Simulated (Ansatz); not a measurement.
# Al2O3: the cost of one run

Computed with Ansatz 0.2.0 (DFT r2SCAN, scalar-relativistic, plane waves, PAW).

## 1. The starting structure

Symmetry: Immm, No. 71, orthorhombic system. The conventional cell has a = 2.799 Å, b = 3.737 Å, c = 8.804 Å, α = 90.00°, β = 90.00°, γ = 90.00°. Al (site symmetry mm2) has 6 O at 1.90 to 1.96 Å as nearest neighbours. Around O (site symmetry mmm) lie 4 Al at 1.96 Å. Around O (site symmetry mm2) lie 4 Al at 1.90 to 1.91 Å.

Structure file:

```cif
data_structure
_symmetry_space_group_name_H-M 'P 1'
_symmetry_Int_Tables_number 1
_cell_length_a 4.9826
_cell_length_b 4.9826
_cell_length_c 4.9826
_cell_angle_alpha 147.373
_cell_angle_beta 135.956
_cell_angle_gamma 55.875
_cell_volume 46.04
loop_
_atom_site_label
_atom_site_type_symbol
_atom_site_fract_x
_atom_site_fract_y
_atom_site_fract_z
_atom_site_occupancy
Al1 Al 0.65548 0.65548 0.00000 1
Al2 Al 0.34453 0.34453 0.00000 1
O1 O 0.50000 0.00000 0.50000 1
O2 O 0.19638 0.69638 0.50000 1
O3 O 0.80362 0.30362 0.50000 1
```

The cell was relaxed beforehand at this level, from a generated guess; it needn't be the stable form of this composition. At a tolerance of 0.02 Å it has space group Immm (No. 71); it has 9.21 Å³/atom, an uncorrected energy of -2.91 eV/atom over the elements and, on its mesh, gap 5.20 eV.

## 2. Level of theory: r2SCAN

input.yaml reads:

```yaml
crystal:
  lattice:
    - [-1.399567, 1.868311, 4.4019491]
    - [1.399567, -1.868311, 4.4019491]
    - [1.399567, 1.868311, -4.4019491]
  atoms:
    - { symbol: Al, position: [0.655475, 0.655475, 0.0] }
    - { symbol: Al, position: [0.344525, 0.344525, 0.0] }
    - { symbol: O, position: [0.5, 0.0, 0.5] }
    - { symbol: O, position: [0.196384, 0.696384, 0.5] }
    - { symbol: O, position: [0.803616, 0.303616, 0.5] }
basis:
  ecutwfc: 500
kpoints:
  mp_grid: { grid: [10, 10, 10] }
  band_path:
    path:
      - [[0.0, 0.0, 0.0], [0.5, 0.5, -0.5], [0.27527187, 0.72472813, -0.27527187]]
      - [[-0.27527187, 0.27527187, 0.27527187], [0.0, 0.0, 0.0], [0.29503481, -0.29503481, 0.29503481]]
      - [[0.70496519, 0.29503481, -0.29503481], [0.5, 0.5, -0.5]]
      - [[0.0, 0.0, 0.0], [0.0, 0.5, 0.0], [0.25, 0.25, 0.25], [0.5, 0.0, 0.0], [0.0, 0.0, 0.0], [0.0, 0.0, 0.5], [0.25, 0.25, 0.25]]
    npoints: 14
hamiltonian:
  xc: r2scan
scf:
  occupations: { method: gaussian, width: 0.02 }
  n_extra_bands: 12
output:
  forces: true
  stress: true
  eigenvalues: true
  populations: true
  dos: { projected: true, de: 0.02, nscf_kmesh: { grid: [15, 15, 15] } }
  bader: true
  write_density: true
  write_potential: true
  elf: true
  volumetric_format: npy
```

Started as:

```sh
> ansatz run input.yaml --threads 1 --pin off --max-ram 3072MiB --backend cpu --events-out ev --progress --plain --runs-dir out
```

**Question.** How long does this run take on 1 thread of Arm Neoverse V2, shared host, and how much memory does it need?

About 1.8 min, with a peak of 0.8 GiB.
